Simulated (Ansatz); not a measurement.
## Coordination and ¹⁰B quadrupole coupling in B6As

Cell: a computed structure from the Materials Project (it need not be an observed phase).

Space group R-3m:H (No. 166); a = 6.1368, c = 11.8948 Å, γ = 120.00°.

| site | Wyckoff | site symmetry | x | y | z |
| --- | --- | --- | --- | --- | --- |
| B1 | 18h | .m | 0.8968 | 0.7936 | 0.1185 |
| B3 | 18h | .m | 0.1831 | 0.8169 | 0.6387 |
| As | 6c | 3m | 0.0000 | 0.0000 | 0.6006 |

One atom of each set is listed; the run and its k-mesh use a cell of 14 atoms with edges of 5.32, 5.32, 5.32 Å.

Level of theory: DFT, PBE, plane waves and PAW, scalar-relativistic, 420 eV cutoff, Γ-centred 6×6×6 k-points, Fermi–Dirac smearing 0.05 eV (Ansatz 0.2.0).

Q(¹⁰B) = 84.59 mb.

Problem. Order the B environments from the weakest to the strongest quadrupole coupling.
A. B3: 5 B at 1.73–1.81 Å, 1 As at 2.00 Å
B. B1: 6 B at 1.77–1.90 Å

Solution. A (0.571 MHz, η = 0.66), B (2.55 MHz, η = 0.25).

Like point charges on the first shell alone (each adding as 1/d³) would give the same order.
